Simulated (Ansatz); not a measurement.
Here is an Ansatz 0.2.0 calculation.

File input.yaml:

```yaml
crystal:
  lattice:
    - [3.811, 0.0, 0.0]
    - [-1.9055, 3.3004228138, 0.0]
    - [0.0, 0.0, 6.234]
  atoms:
    - { symbol: Zn, position: [0.6666666667, 0.3333333333, 0.5] }
    - { symbol: Zn, position: [0.3333333333, 0.6666666667, 0.0] }
    - { symbol: S, position: [0.6666666667, 0.3333333333, 0.885] }
    - { symbol: S, position: [0.3333333333, 0.6666666667, 0.385] }
hamiltonian:
  xc: pbesol
  pseudopotentials: { kind: paw }
kpoints:
  mp_grid: { grid: [8, 8, 5] }
  band_path:
    path:
      - [[0.0, 0.0, 0.0], [0.5, 0.0, 0.0], [0.3333333333, 0.3333333333, 0.0], [0.0, 0.0, 0.0], [0.0, 0.0, 0.5], [0.5, 0.0, 0.5], [0.3333333333, 0.3333333333, 0.5], [0.0, 0.0, 0.5]]
      - [[0.5, 0.0, 0.5], [0.5, 0.0, 0.0]]
      - [[0.3333333333, 0.3333333333, 0.0], [0.3333333333, 0.3333333333, 0.5]]
    npoints: 14
scf:
  occupations: { method: fermi_dirac, width: 0.05 }
  n_extra_bands: 10
output:
  forces: true
  stress: true
  eigenvalues: true
  fatbands: false
```

Potentials or basis: Ansatz PAW.

Launch:

```bash
$ ansatz run input.yaml --threads 2 --pin off --max-ram 5632MiB --backend cpu --events-out ev --progress --plain --runs-dir out
```

What does it give for the pressure?

-1.3 GPa.

What does it give for the largest force?

0.306 eV/Å.

Predict the band gap on the k mesh.

2.11 eV, direct.

What does it give for the band gap along the path?

2.11 eV, direct.

Stress tensor (GPa, compression positive):
```
-0.68  0.00  0.00
 0.00 -0.68  0.00
 0.00  0.00 -2.51
```

Caveat: the PAW data sets come from PBE, with cores solved anew for the run's functional, which leaves a small shift of forces and pressure.

**Experimental background.**

From a printed reference work, monograph, for a bulk crystal of ZnS at 4 K: band gap 3.911 eV (direct).

Against the measured gap of ZnS, 3.911 eV (direct; 4 K; a printed reference work, monograph), the calculated 2.11 eV is off by -1.80 eV. The value is that of PBEsol, without temperature or zero-point motion. Semilocal functionals fall short of measured gaps as a rule.
